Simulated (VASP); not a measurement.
# C: relaxation with set parts of the cell free, by free to move

C, P1 (no. 1), 4 atoms in the cell. PBE, constrained relaxation; PAW potentials C (PBE set).

| Free to move | Volume (Å³/atom) | Pressure in a fresh run at the final cell (GPa) | Pressure printed at the end of the relaxation (GPa) | Ionic steps, all stages | Electronic steps, all stages | Time (s) |
|---|---|---|---|---|---|---|
| atoms | 8.939 | -2.06 | -2.06 | 13 | 84 | 86 |
| atoms, shape and volume | 10.783 | -0.04 | 0.00 | 49 | 299 | 258 |
| atoms and shape at fixed volume | 8.939 | 2.77 | 2.77 | 14 | 99 | 84 |
| atoms and volume | 8.870 | 0.04 | 0.04 | 13 | 89 | 99 |
| atoms and the z components of the lattice | 10.953 | -2.36 | -2.35 | 67 | 383 | 405 |
| atoms and the x and y components of the lattice | 8.869 | 1.08 | 1.08 | 14 | 92 | 90 |
| atoms and the y and z components of the lattice | 10.686 | -0.27 | -0.25 | 80 | 419 | 684 |

Limits: the start was distorted on purpose (random strain, atoms moved at random), so the space group given is the start's and not the crystal's; the crystal is layered and the functional holds no dispersion, so the layer spacing and the volume aren't physical.

## Input of the first row

INCAR.step1:
```
PREC     = Accurate       # precision mode
ENCUT    = 550            # plane-wave cutoff, eV
EDIFF    = 1E-6           # SCF threshold, eV
ISMEAR   = 1              # smearing method
SIGMA    = 0.1            # smearing width, eV
LREAL    = F              # projectors in reciprocal space
LASPH    = T              # aspherical terms in the spheres
NELM     = 100            # most SCF steps
ALGO     = Normal         # electronic algorithm
LWAVE    = F              # write WAVECAR
LCHARG   = F              # write CHGCAR
IBRION   = 2              # ionic algorithm
NSW      = 60             # ionic steps
ISIF     = 2              # what is computed and relaxed
EDIFFG   = -0.01          # ionic threshold
POTIM    = 0.5            # step
KPAR     = 8             
```

INCAR.step3, as INCAR.step1 but for:
```
- IBRION = 2
- NSW = 60
- EDIFFG = -0.01
- POTIM = 0.5
+ NSW = 0
```

KPOINTS:
```
k-points
0
Gamma
  11 11 4
```

POSCAR.step1:
```
C
1.0
    2.4695050000     -0.0059250000     -0.0025410000
   -1.2398840000      2.1535470000      0.0122200000
   -0.0069270000      0.0344620000      6.7324560000
C
4
Direct
    0.0146920000      0.0051470000      0.2493690000
   -0.0153450000      0.0069610000      0.7501680000
    0.3288550000      0.6666010000      0.2496040000
    0.6717980000      0.3212900000      0.7508590000
```

POSCAR.step3:
```
C
1.0
    2.4695050000     -0.0059250000     -0.0025410000
   -1.2398840000      2.1535470000      0.0122200000
   -0.0069270000      0.0344620000      6.7324560000
C
4
Direct
    0.0053998773      0.0027783223      0.2495095006
    0.9946073774      0.9972197588      0.7504945039
    0.3380680166      0.6689234805      0.2495095885
    0.6619247288      0.3310774385      0.7504864069
```

Commands (each step's output is kept before the next begins):
```
cat potpaw_PBE.64/C/POTCAR > POTCAR
cp INCAR.step1 INCAR
cp POSCAR.step1 POSCAR
mpirun -np 8 vasp_std > vasp.out
cp CONTCAR POSCAR
mpirun -np 8 vasp_std > vasp.out
cp CONTCAR POSCAR
cp INCAR.step3 INCAR
cp POSCAR.step3 POSCAR
mpirun -np 8 vasp_std > vasp.out
```

Changes of the last row against the first:
```
- ISIF = 2
+ ISIF = 3
+ LATTICE_CONSTRAINTS = .FALSE. .TRUE. .TRUE.
```

VASP 6.6.1 took 86 s on 8 cores (Intel Xeon Platinum 8488C (Sapphire Rapids)), a shared host.
